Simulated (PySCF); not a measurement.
Basis-set dependence of excited states

Bicyclo[1.1.0]butane, C4H6.
SMILES: `C1[C@H]2C[C@@H]12`

TDDFT with PBE0 (PySCF), vertical singlets, core orbitals frozen in the response, spherical d and f functions. Isolated species at its PBE0-D3(BJ)/def2-SVP geometry, gas phase.

**Question.** How do the low singlets change with the basis? Take 6-31G*, 6-31+G*, def2-SVP, def2-SVPD, aug-cc-pVDZ, def2-TZVP and def2-TZVPD.

**Answer.** 

```csv
basis,functions,diffuse,S1 (eV),S2 (eV),S3 (eV),S4 (eV),S5 (eV),LUMO (eV),α (au)
6-31G*,68,no,8.46,8.97,9.46,9.77,9.89,3.09,37.2
6-31+G*,84,yes,6.41,6.80,6.88,6.90,8.04,0.59,42.0
def2-SVP,86,no,7.82,8.64,8.78,9.01,9.28,2.20,38.7
def2-SVPD,128,yes,6.95,7.46,7.48,7.50,8.45,1.13,43.8
aug-cc-pVDZ,146,yes,6.12,6.49,6.61,6.62,7.47,0.12,45.3
def2-TZVP,160,no,7.42,7.95,8.08,8.12,8.52,1.76,43.4
def2-TZVPD,202,yes,6.50,6.94,7.02,7.02,8.24,0.63,45.1
```

States are compared by their number. Against the largest diffuse basis here (def2-TZVPD, itself not a converged limit), sets without diffuse functions differ by up to 1.96 eV in S1 and 1.65 eV in S5; the smaller diffuse sets differ by up to 0.46 and 0.77 eV. State by state, the largest deviation of a set without diffuse functions is S1 1.96, S2 2.02, S3 2.44, S4 2.75, S5 1.65 eV. The same number needn't mean the same state in each row. Against def2-TZVPD the polarisability deviates by -18% in 6-31G*, -7% in 6-31+G*, -14% in def2-SVP, -3% in def2-SVPD, 0% in aug-cc-pVDZ, -4% in def2-TZVP. A single + in a Pople set puts diffuse functions on heavy atoms only.
